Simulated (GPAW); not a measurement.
Runs of GPAW 26.7.0 on TiAl3. Symmetry: I4/mmm, No. 139, tetragonal system. The conventional cell has a = 3.822 Å, b = 3.822 Å, c = 8.561 Å, α = 90.00°, β = 90.00°, γ = 90.00°. Around Ti (site symmetry 4/mmm) lie 12 Al at 2.70 to 2.87 Å. Al (site symmetry -4m2) is surrounded by 8 Al at 2.70 to 2.87 Å and 4 Ti at 2.87 Å. Al (site symmetry 4/mmm) is surrounded by 4 Ti at 2.70 Å and 8 Al at 2.87 Å. The cell comes from a database or a generator and needn't be the stable form of this composition.

```tsv
task	level	potentials or basis	cell	k mesh	cutoff (eV)	maxiter	optimizer	fmax	max steps	band path	mesh quality	gap on the mesh (eV)	pressure (GPa)
single point	PBE	GPAW PAW data sets (gpaw-data 1.2.1), pw	as given	8 × 8 × 8	500	120	-	-	-	-	not flagged	none	(a)
relaxation of cell and atoms	PBE	GPAW PAW data sets (gpaw-data 1.2.1), pw	relaxed	6 × 6 × 6	600	150	BFGS	0.02 eV/Å	40	-	coarse	none	0.0
single point	PBEsol	PAW data sets generated in the run's folder for this functional, pw	as given	10 × 10 × 10	600	150	-	-	-	-	not flagged	none	-0.4
band structure	LDA	the program's PAW data sets (release 1.2.1) made for this functional, pw	as given	7 × 7 × 7	600	150	-	-	-	GXYSGZS1NPY1Z,XP	not flagged	-	-3.4
band structure	PBEsol	PAW data sets generated in the run's folder for this functional, pw	as given	7 × 7 × 7	600	150	-	-	-	GXYSGZS1NPY1Z,XP	not flagged	-	-0.4
```

Alike in all rows: no spin polarisation; smearing fermi-dirac 0.05 eV.

Q: Fill in the values left out.

A: (a) 2.3.

Caveats: some runs use coarse meshes; the cutoff is short for stress and forces, so pressures can be off by a GPa or more (some runs); later steps reuse the first step's grids (some runs).

A k mesh can miss the band edges.

A gap of «none» marks a metal or a gap under the smearing width.

Not every run made on this cell is shown here.
